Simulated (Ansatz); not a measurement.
SrO (Fm-3m), a sublattice moved along a line

Level of theory: DFT PBE, scalar-relativistic, plane waves, PAW (Ansatz 0.2.0). Settings: plane waves to 420 eV, k-mesh 8×8×8 (Γ-centred), Gaussian smearing 0.05 eV. No spin polarisation. Energies are free energies at this smearing, counted from the undisturbed cell; pressure is positive in compression.

The undisturbed cell (as given, not relaxed at this level; it stands at 2.9 GPa):

```
Sr O
1.0
     0.00000    2.56980    2.56980
     2.56980    0.00000    2.56980
     2.56980    2.56980    0.00000
Sr O
1 1
Direct
  0.00000 0.00000 0.00000
  0.50000 0.50000 0.50000
```

Every Sr atom is moved by x along the Cartesian unit vector (0.000, 0.000, -1.000); the cell and all other atoms stay fixed.

| x (Å) | ΔE (meV/cell) | force along x on the moved atoms (eV/Å) | pressure (GPa) | gap on the mesh (eV) |
| --- | --- | --- | --- | --- |
| -0.1000 | 11.2 | 0.23 | 3.2 | 3.34 |
| -0.0500 | 2.7 | 0.11 | 3.0 | 3.32 |
| 0.0000 | 0.0 | 0.00 | 2.9 | 3.31 |
| 0.0125 | 0.2 | -0.03 | 2.9 | 3.31 |
| 0.0250 | 0.7 | -0.05 | 2.9 | 3.31 |
| 0.0375 | 1.5 | -0.08 | 3.0 | 3.32 |
| 0.0625 | 4.3 | -0.14 | 3.0 | 3.32 |
| 0.0750 | 6.2 | -0.17 | 3.1 | 3.33 |
| 0.0875 | 8.5 | -0.20 | 3.1 | 3.33 |

By symmetry 0.1000 repeats -0.1000, -0.0750 repeats 0.0750, 0.0500 repeats -0.0500, -0.0250 repeats 0.0250 in energy, with the opposite slope along the path.